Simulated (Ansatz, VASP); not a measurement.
# BN (Qingsongite): VASP beside Ansatz

Wanted: the spread between two codes on one cell, functional and k mesh. The cell is taken from a series of VASP runs on this material, whose earlier steps may have relaxed, scaled or displaced it; both programs get it as it stands.

Program: Ansatz 0.2.0. Level of theory: plane waves, with VASP 6.6.1 beside it; relaxation of cell and atoms at PBE. Results are calculated unless marked as measured.

### 1. Set-up

It takes space group F-43m (No. 216, cubic). Conventional cell: a = 3.615 Å, b = 3.615 Å, c = 3.615 Å, α = 90.00°, β = 90.00°, γ = 90.00°. N has 4 B at 1.57 Å nearest. B has 4 N at 1.57 Å nearest. Farther neighbours and most contacts between anions are not listed.

Structure file:

```cif
data_structure
_symmetry_space_group_name_H-M 'F-43m'
_symmetry_Int_Tables_number 216
_cell_length_a 3.6150
_cell_length_b 3.6150
_cell_length_c 3.6150
_cell_angle_alpha 90.000
_cell_angle_beta 90.000
_cell_angle_gamma 90.000
_cell_volume 47.24
loop_
_atom_site_label
_atom_site_type_symbol
_atom_site_symmetry_multiplicity
_atom_site_Wyckoff_symbol
_atom_site_fract_x
_atom_site_fract_y
_atom_site_fract_z
_atom_site_occupancy
N1 N 4 c 0.25000 0.25000 0.25000 1
B1 B 4 a 0.00000 0.00000 0.00000 1
```

### 2. VASP: relaxation of cell and atoms, PBE

The relaxed volume is the usual yardstick between codes: its relative difference is about their pressure difference at one cell divided by the bulk modulus.

Lines of VASP's logs that name or quote its potential files are left out, and so is its time.

Contents of INCAR:

```
SYSTEM = BN
PREC = Accurate
ENCUT = 520
EDIFF = 1E-07
NELM = 100
ISMEAR = 0
SIGMA = 0.03
LREAL = .FALSE.
ALGO = Normal
GGA = PE
NBANDS = 10
LORBIT = 11
LWAVE = .FALSE.
LCHARG = .FALSE.
KPAR = 2
IBRION = 2
NSW = 50
ISIF = 3
EDIFFG = -0.002
```

Contents of POSCAR:

```
BN
1.0
    0.0000000000      1.8075000000      1.8075000000
    1.8075000000      0.0000000000      1.8075000000
    1.8075000000      1.8075000000      0.0000000000
N B
1 1
Direct
    0.7500000000      0.7500000000      0.7500000000
    0.0000000000      0.0000000000      0.0000000000
```

Contents of KPOINTS:

```
Automatic mesh
0
Gamma
14 14 14
0 0 0
```

PAW data sets: N and B (PBE family, release 64).

On the command line:

```console
> mpirun -np 2 vasp_std
```

Numbers of over 12 decimals in the logs are rounded to 6 here.

The log of the run:

```text
[banner, memory and clock lines left out]
running    2 mpi-ranks, on    1 nodes
 distrk:  each k-point on    1 cores,    2 groups
 distr:  one band on    1 cores,    1 groups

 POSCAR found type information on POSCAR N B
 POSCAR found :  2 types and       2 ions
 LDA part: xc-table for (Slater+PW92), standard interpolation
 POSCAR, INCAR and KPOINTS ok, starting setup
 FFT: planning ... GRIDC
 FFT: planning ... GRID_SOFT
 FFT: planning ... GRID
 WAVECAR not read
 entering main loop
       N       E                     dE             d eps       ncg     rms          rms(c)
DAV:   1     0.104039929909E+02    0.10404E+02   -0.50002E+03  2152   0.792E+02
DAV:   2    -0.179167567808E+02   -0.28321E+02   -0.27384E+02  2552   0.171E+02
DAV:   3    -0.184142424737E+02   -0.49749E+00   -0.49676E+00  2426   0.201E+01
DAV:   4    -0.184148988185E+02   -0.65634E-03   -0.65633E-03  2268   0.787E-01
DAV:   5    -0.184148994645E+02   -0.64603E-06   -0.64601E-06  2400   0.254E-02    0.670E+00
DAV:   6    -0.175361826804E+02    0.87872E+00   -0.30323E+00  2222   0.109E+01    0.327E+00
DAV:   7    -0.174638871294E+02    0.72296E-01   -0.10268E-01  2276   0.282E+00    0.192E+00
DAV:   8    -0.174495184904E+02    0.14369E-01   -0.37434E-02  2362   0.150E+00    0.194E-01
DAV:   9    -0.174497075240E+02   -0.18903E-03   -0.91251E-04  2222   0.271E-01    0.809E-02
DAV:  10    -0.174497887895E+02   -0.81265E-04   -0.11932E-04  2278   0.998E-02    0.148E-02
DAV:  11    -0.174497939685E+02   -0.51790E-05   -0.10182E-05  2432   0.272E-02    0.105E-02
DAV:  12    -0.174497939326E+02    0.35911E-07   -0.19229E-06  2326   0.998E-03    0.633E-04
DAV:  13    -0.174497939319E+02    0.66836E-09   -0.26530E-08  1218   0.171E-03
   1 F= -.17449794E+02 E0= -.17449794E+02  d E =-.174498E+02
 curvature:   0.00 expect dE= 0.000E+00 dE for cont linesearch  0.000E+00
 trial: gam= 0.00000 g(F)=  0.283E-48 g(S)=  0.426E-02 ort = 0.000E+00 (trialstep = 0.100E+01)
 search vector abs. value=  0.426E-02
 bond charge predicted
       N       E                     dE             d eps       ncg     rms          rms(c)
DAV:   1    -0.174548169806E+02   -0.50230E-02   -0.14648E-01  2226   0.329E+00    0.515E-01
DAV:   2    -0.174500360375E+02    0.47809E-02   -0.20490E-02  2304   0.958E-01    0.140E-01
DAV:   3    -0.174498286957E+02    0.20734E-03   -0.61319E-04  2200   0.223E-01    0.574E-02
DAV:   4    -0.174497563442E+02    0.72352E-04   -0.86146E-05  2280   0.730E-02    0.161E-02
DAV:   5    -0.174497543429E+02    0.20013E-05   -0.48534E-06  2300   0.161E-02    0.980E-03
DAV:   6    -0.174497538607E+02    0.48224E-06   -0.20463E-07  2064   0.498E-03    0.534E-04
DAV:   7    -0.174497539118E+02   -0.51188E-07   -0.95220E-09  1092   0.746E-04
   2 F= -.17449754E+02 E0= -.17449754E+02  d E =0.400200E-04
 trial-energy change:    0.000040  1 .order    0.000011   -0.004257    0.004279
 step:   0.4936(harm=  0.4987)  dis= 0.00000  next Energy=   -17.450841 (dE=-0.105E-02)
 bond charge predicted
       N       E                     dE             d eps       ncg     rms          rms(c)
DAV:   1    -0.174521275459E+02   -0.23737E-02   -0.37722E-02  2226   0.168E+00    0.261E-01
DAV:   2    -0.174509073902E+02    0.12202E-02   -0.51705E-03  2288   0.484E-01    0.717E-02
DAV:   3    -0.174508544714E+02    0.52919E-04   -0.16196E-04  2184   0.114E-01    0.293E-02
DAV:   4    -0.174508373725E+02    0.17099E-04   -0.21995E-05  2276   0.371E-02    0.829E-03
DAV:   5    -0.174508372768E+02    0.95700E-07   -0.12463E-06  2278   0.822E-03    0.502E-03
DAV:   6    -0.174508374913E+02   -0.21457E-06   -0.50982E-08  1130   0.251E-03    0.259E-04
DAV:   7    -0.174508374640E+02    0.27276E-07   -0.35384E-09  1060   0.518E-04
   3 F= -.17450837E+02 E0= -.17450837E+02  d E =-.104353E-02
 curvature:  -0.25 expect dE=-0.249E-08 dE for cont linesearch -0.249E-08
 trial: gam=-0.00153 g(F)=  0.164E-47 g(S)=  0.997E-08 ort = 0.652E-05 (trialstep = 0.899E+00)
 search vector abs. value=  0.100E-09
 reached required accuracy - stopping structural energy minimisation
```

Parts of OUTCAR (step 2):

```text
ion  position               nearest neighbor table
   1  0.750  0.750  0.750-   2 1.57   2 1.57   2 1.57   2 1.57
   2  0.000  0.000  0.000-   1 1.57   1 1.57   1 1.57   1 1.57

  LATTYP: Found a face centered cubic cell.
 ALAT       =     3.6150000000

 Subroutine GETGRP returns: Found 24 space group operations
 (whereof 24 operations were pure point group operations)

The static configuration has the point symmetry T_d .

 Found    104 irreducible k-points:

   k-points           NKPTS =    104   k-points in BZ     NKDIM =    104   number of bands    NBANDS=     10

   dimension x,y,z NGX =    20 NGY =   20 NGZ =   20
   dimension x,y,z NGXF=    40 NGYF=   40 NGZF=   40

   ENCUT  =  520.0 eV  38.22 Ry    6.18 a.u.   4.75  4.75  4.75*2*pi/ulx,y,z

   NELECT =       8.0000    total number of electrons

 k-points in reciprocal lattice and weights: Automatic mesh
   0.00000000  0.00000000  0.00000000       0.000
   0.07142857  0.00000000  0.00000000       0.003
   0.14285714  0.00000000  0.00000000       0.003
   0.21428571  0.00000000  0.00000000       0.003
   0.28571429  0.00000000  0.00000000       0.003
   0.35714286  0.00000000  0.00000000       0.003
   0.42857143  0.00000000  0.00000000       0.003
   0.50000000  0.00000000  0.00000000       0.001
   0.07142857  0.07142857  0.00000000       0.002
[...]
-0.28571429  0.42857143  0.21428571       0.009
  -0.28571429  0.50000000  0.21428571       0.004

 average (electrostatic) potential at core
       1 -60.4954       2 -24.5936

 E-fermi :   7.5680

 k-point     1 :       0.0000    0.0000    0.0000
  band No.  band energies     occupation
      1     -12.8359      2.00000
      2       7.2968      2.00000
      3       7.2968      2.00000
      4       7.2968      2.00000
      5      16.0754      0.00000
      6      16.0754      0.00000
      7      16.0755      0.00000
      8      17.5058      0.00000
      9      31.8869      0.00000
    ...

 k-point     2 :       0.0714    0.0000    0.0000
  band No.  band energies     occupation
      1     -12.7124      2.00000
      2       6.6155      2.00000
      3       7.1633      2.00000
      4       7.1633      2.00000
      5      16.2307      0.00000
      6      16.2783      0.00000
      7      16.2783      0.00000
      8      17.9298      0.00000
      9      31.7520      0.00000
    ...

 k-point     3 :       0.1429    0.0000    0.0000
  band No.  band energies     occupation
      1     -12.3454      2.00000
      2       4.9631      2.00000
      3       6.8215      2.00000
      4       6.8215      2.00000
      5      16.4833      0.00000
      6      16.7833      0.00000
      7      16.7833      0.00000
      8      19.0026      0.00000
      9      31.3497      0.00000
    ...

  Total        0.0003712      0.0003712      0.0003712      0.0000000     -0.0000000      0.0000000
  in kB        0.0499273      0.0499273      0.0499273      0.0000000     -0.0000000      0.0000000
  external PRESSURE =       0.0499273 kB  Pullay stress =       0.0000000 kB

  energy-cutoff  :      520.00
  volume of cell :       11.91
      direct lattice vectors                 reciprocal lattice vectors
    -0.000000000  1.812720029  1.812720029    -0.275828585  0.275828585  0.275828585
     1.812720029 -0.000000000  1.812720029     0.275828585 -0.275828585  0.275828585
     1.812720029  1.812720029  0.000000000     0.275828585  0.275828585 -0.275828585

 POSITION                                       TOTAL-FORCE (eV/Angst)
 -----------------------------------------------------------------------------------
      2.71908      2.71908      2.71908        -0.000000     -0.000000     -0.000000
      0.00000      0.00000      0.00000         0.000000      0.000000      0.000000
 -----------------------------------------------------------------------------------
    total drift:                               -0.000000     -0.000000     -0.000000

  FREE ENERGIE OF THE ION-ELECTRON SYSTEM (eV)
  ---------------------------------------------------
  free  energy   TOTEN  =       -17.4508374640 eV

  energy  without entropy=      -17.4508374640  energy(sigma->0) =      -17.45083746

 reached required accuracy - stopping structural energy minimisation

 total charge
# of ion       s       p       d       tot
------------------------------------------
    1        1.213   2.755   0.000   3.968
    2        0.675   1.348   0.000   2.023
--------------------------------------------------
tot          1.887   4.103   0.000   5.991

[... 3 further parts left out ...]
```

The run keeps the 24 symmetry operations of its start, so it cannot find a distortion of lower symmetry.

### 3. Ansatz: relaxation of cell and atoms, PBE

Ansatz runs on its default PAW (the set named soft_2) files.

The same cell, functional, mesh and smearing now go to Ansatz, which takes its cutoff from its data sets.

Contents of input.yaml:

```yaml
crystal:
  lattice:
    - [0.0, 1.8075, 1.8075]
    - [1.8075, 0.0, 1.8075]
    - [1.8075, 1.8075, 0.0]
  atoms:
    - { symbol: "N", position: [0.75, 0.75, 0.75] }
    - { symbol: B, position: [0.0, 0.0, 0.0] }
hamiltonian:
  xc: pbe
  pseudopotentials: { kind: paw }
kpoints:
  mp_grid: { grid: [14, 14, 14] }
scf:
  occupations: { method: gaussian, width: 0.03 }
relax:
  f_tol: 0.01
  max_steps: 60
  cell: { stress_tol: 0.05 }
output:
  forces: true
  stress: true
```

On the command line:

```console
> ansatz run input.yaml --threads 4 --pin off --max-ram 9216MiB --backend cpu --events-out ev --progress --plain --runs-dir out
```

The log of the run:

```text
Engine: ansatz 0.2.0, aarch64-unknown-linux-gnu
Pseudopotentials: kind: paw
Pseudopotential: N, paw, valence charge 5, recommended cutoff 420 eV (normal), N.paw.azcp
Pseudopotential: B, paw, valence charge 3, recommended cutoff 420 eV (normal), B.paw.azcp
Functional definition: PBE
  parameter kappa = 0.804
  parameter beta = 0.066725
  exchange = pbe_x(kappa = kappa, mu = beta*pi^2/3)
  correlation = pbe_c(beta = beta)
Crystal: 2 atoms, lattice volume = 11.810 Å³
Basis set: ecut = 420 eV, 259 PW (Γ), exchange–correlation on 36×36×36 points (8 copies of the dense FFT grid, shifted against one another)
Bands: 8, of which v1, the nominal top of the filled ones, is band 4 counted from 1 (3 counted from 0)
Symmetry: 24 space group operations
Space group: F-43m (ITA 216), of the structure as read, at distance tolerance 2.3e-5 Å
k-points: 104 of 2744 (time reversal used)
Non-local potential: N, projectors of the file, l = 0: 2, l = 1: 2, l = 2: 1
Non-local potential: B, projectors of the file, l = 0: 2, l = 1: 2, l = 2: 1
PAW form: soft (Blöchl's): semilocal exchange-correlation on the pseudo side does not see the compensation charge
PAW one-centre angular grid: N, 110 points (default); XC on 64 Gauss nodes
PAW one-centre angular grid: B, 110 points (default); XC on 64 Gauss nodes
Initial density: superposition of atomic densities (neutral atoms: chi_scale 0, normalization atom), corrected by the library's trained network
Initial wavefunctions: pseudopotential atomic-orbital guess
Functional: x = pbe(κ = 0.804, μ = 0.219515), c = pbe(β = 0.066725)
SCF iter   1: F=—  HF=-542.274781 eV  |F-HF|=—  |Δ(HF+E_count)|=         —  Δρ=1.54e-3  dr2=1.40e-4  ethr=1.77e-3  ⟨swp⟩=4.5  Hψ=5324  notcnv=0
preconditioner: auto → none  [insulator: Δε(μ)=4.474 eV  Ē_g=20.012 eV  σ=0.030 eV  W_gap=1.00  n_scr=0 (ndim 8)  ℏωp=30.6 eV  f_vac=0.000  D(μ)=0.00/eV (n_scr^D=0)  ε∞_Penn≈3.3]
SCF iter   2: F=—  HF=-542.274928 eV  |F-HF|=—  |Δ(HF+E_count)|=   1.48e-4  Δρ=8.17e-4  dr2=2.19e-5  ethr=1.75e-6  ⟨swp⟩=2.0  Hψ=2079  notcnv=0
SCF iter   3: F=—  HF=-542.274977 eV  |F-HF|=—  |Δ(HF+E_count)|=   4.88e-5  Δρ=3.52e-4  dr2=5.38e-6  ethr=2.74e-7  ⟨swp⟩=2.2  Hψ=1216  notcnv=0
iter 4 did not close the SCF: its close was put off for the readings that it lacked (scf_convergence_deferred on its scf_iter line)
SCF iter   4: F=-542.274991 eV  HF=-542.274991 eV  |F-HF|=1.75e-8  |Δ(HF+E_count)|=   1.37e-5  Δρ=2.37e-5  dr2=1.91e-8  ethr=6.72e-8  ⟨swp⟩=2.3  Hψ=1208  notcnv=0
iter 5 did not close the SCF: its close was put off for the readings that it lacked (scf_convergence_deferred on its scf_iter line)
SCF iter   5: F=-542.274991 eV  HF=-542.274991 eV  |F-HF|=4.99e-9  |Δ(HF+E_count)|=   1.64e-8  Δρ=9.40e-6  dr2=2.60e-9  ethr=2.39e-10  ⟨swp⟩=1.8  Hψ=957  notcnv=0
SCF iter   6: F=-542.274991 eV  HF=-542.274991 eV  |F-HF|=5.23e-12  |Δ(HF+E_count)|=   5.56e-9  Δρ=8.15e-7  dr2=2.66e-11  ethr=3.26e-11  ⟨swp⟩=1.5  Hψ=2502  notcnv=0
SCF 1 converged in 6 iterations: F = -542.274991 eV  dr2 = 2.66e-11
  greatest PAW one-centre occupation: 0.787 electrons in one spin orbital (limit 2), on the N atom at site 0 (counted from 0), in its partial waves of l = 0
relax step   1: F+E_penalty+E_count = -542.27499094 eV  Δ(F+E_penalty+E_count) = +0.000e0 eV  max|allowed force component| = 5.412e-16 eV/Å  Δτ_max = 0.0000 Å  P = +3.028 GPa  Ω = 11.810 Å³  (6 SCF iters, dr2 threshold 1.00e-7 eV, accepted)
[...]
relax step   2: F+E_penalty+E_count = -542.27535278 eV  Δ(F+E_penalty+E_count) = -3.618e-4 eV  max|allowed force component| = 8.789e-17 eV/Å  Δτ_max = 0.0000 Å  P = +1.248 GPa  Ω = 11.864 Å³  energy of the carried Pulay correction = -3.563e-4 eV  (4 SCF iters, dr2 threshold 2.00e-7 eV, accepted)
[...]
relax step   3: F+E_penalty+E_count = -542.27525198 eV  Δ(F+E_penalty+E_count) = +1.008e-4 eV  max|allowed force component| = 1.816e-16 eV/Å  Δτ_max = 0.0000 Å  P = +0.014 GPa  Ω = 11.902 Å³  energy of the carried Pulay correction = -6.070e-4 eV  (4 SCF iters, dr2 threshold 2.00e-7 eV, accepted)
[...]
relax step   4: F+E_penalty+E_count = -542.27589177 eV  Δ(F+E_penalty+E_count) = -6.398e-4 eV  max|allowed force component| = 1.550e-16 eV/Å  Δτ_max = 0.0000 Å  P = +0.105 GPa  Ω = 11.902 Å³  stress off target by 1.05e-1 GPa  SCF on the basis re-selected at this cell (its energy is not comparable with the rows above)  (5 SCF iters)
[...]
relax step   5: F+E_penalty+E_count = -542.27587132 eV  Δ(F+E_penalty+E_count) = +2.045e-5 eV  max|allowed force component| = 1.411e-16 eV/Å  Δτ_max = 0.0000 Å  P = +0.003 GPa  Ω = 11.906 Å³  energy of the carried Pulay correction = -2.154e-5 eV  (3 SCF iters, dr2 threshold 2.77e-8 eV, accepted)
[...]
relax step   6: F+E_penalty+E_count = -542.27587132 eV  Δ(F+E_penalty+E_count) = -1.320e-9 eV  max|allowed force component| = 1.816e-16 eV/Å  Δτ_max = 0.0000 Å  P = +0.003 GPa  Ω = 11.906 Å³  stress off target by 2.96e-3 GPa  SCF on the basis re-selected at this cell (its energy is not comparable with the rows above)  (4 SCF iters)
basis re-selected at this cell: Δ(F+E_penalty+E_count) = -1.320e-9 eV, ΔP = +0.000 GPa vs the last step (what re-selecting the basis moved, of the pressure what is left beyond the Pulay correction that the steps carried, after the strain that the cell walked since its last selection, with what the two solves' SCF thresholds leave and, on support functions, any second-order correction that the steps lacked; it is no m [...]
SCF converged after 4 iterations
Free energy (F): -542.275871 eV
Harris-Foulkes:  -542.275871 eV  (|F-HF|=2.84e-12)
Internal energy: -542.275871 eV  (E = F + TS)
E sigma→0 (E₀):  -542.275871 eV
Fermi energy:    13.282323 eV
--- Per-component energies (eV) ---
  E_band       = 25.734748
  E_kinetic    = 185.142321
  E_local      = -176.090046  (includes V_loc(G=0)·N_el)
  E_nonlocal   = 56.516925
  E_hartree    = 49.316786
  E_xc         = -93.329911
  E_vxc        = -116.077131  (∫ρ·V_xc dr)
  E_paw        = -206.404974  (= ΣΔE_a)
  E_vpaw       = -22.391000  (= ΣTr[D̂ρ^β])
  E_aug_tail   = 0.000103  (compensation charges beyond the density's cutoff)
  E_ewald      = -357.427075
  E_smearing   = -0.000000  (= −TS)
  E_closure    = 0.000000  (closes the sum)
  Σ components = -542.275871   (vs F -542.275871, Δ=0.00e0)
--- Forces (eV/Å), atoms counted from 1 ---
  atom   1  N      0.00000000     0.00000000     0.00000000
  atom   2  B     -0.00000000     0.00000000     0.00000000
  max |Σ_I F_I| component: 4.14e-16 eV/Å
--- Stress (GPa, compression-positive) ---
        0.002964      -0.000000       0.000000
        0.000000       0.002964       0.000000
        0.000000       0.000000       0.002964
  P = ⅓ Tr σ = 0.0030 GPa (0.030 kbar)
--- Relaxed structure (4 steps of the walk, 4 accepted, 2 SCFs on fresh bases) ---
  F+E_penalty+E_count = -542.27587132 eV   max|allowed force component| = 1.816e-16 eV/Å   (the final SCF, on the basis selected at the relaxed cell)
  cell:  # Å, volume = 11.9056 Å³
    - [0, 1.812342, 1.812342]
    - [1.812342, 0, 1.812342]
    - [1.812342, 1.812342, 0]
  atoms:
    - { symbol: N, position: [0.75, 0.75, 0.75] }
    - { symbol: B, position: [0, 0, 0] }
```

Elapsed: 1.6 s, on 4 threads of Arm Neoverse V2, shared host; peak memory 0.28 GiB.

### 4. Comparison

Known differences besides the potentials themselves: both relaxations stop at a tolerance, which leaves soft axes loose, and VASP keeps its plane-wave basis; the cutoff is 420 eV in Ansatz and 520 eV in VASP; VASP leaves aspherical gradient terms in its spheres out (LASPH is not set), Ansatz keeps them; Ansatz adds a Pulay correction to the stress that steers its cell, VASP none. Total energies have different zeros and are not compared.

The two programs side by side:

| quantity | Ansatz | VASP | difference |
| --- | --- | --- | --- |
| volume (Å³) | 11.91 | 11.91 | -0.06 % |
| edge a after relaxation, in the typed setting (Å) | 2.563 | 2.564 | -0.02 % |

The walks stopped with 0.00 GPa left in Ansatz and 0.00 GPa in VASP; each walk ends within a tolerance, so the volume difference is uncertain by about these residues over the bulk modulus, most in soft cells.

### 5. Summary of results

```
difference in volume (relaxation of cell and atoms, PBE) : -0.062 %
```

What this shows: The difference in volume is -0.062 % (relaxation of cell and atoms, PBE), within the 1.2 % picked in this series as the mark of a large difference, as far as the stopping tolerances let one tell. Such differences can come from data sets, numerical settings and the points named under the comparisons, not from the functional's error against experiment.

[Lines on the potential files, build, host, timing and source positions are cut from VASP's logs without a mark.]

[Logs are printed without paths, hosts, clocks, repeated set-up lines and the standing remarks that a program may print on its own settings, such as how far it seeks lower states.]

[Hosts, paths, dates, database ids (printed as entryN), source tags and the programs' standing remarks are cut or masked in the printed files.]
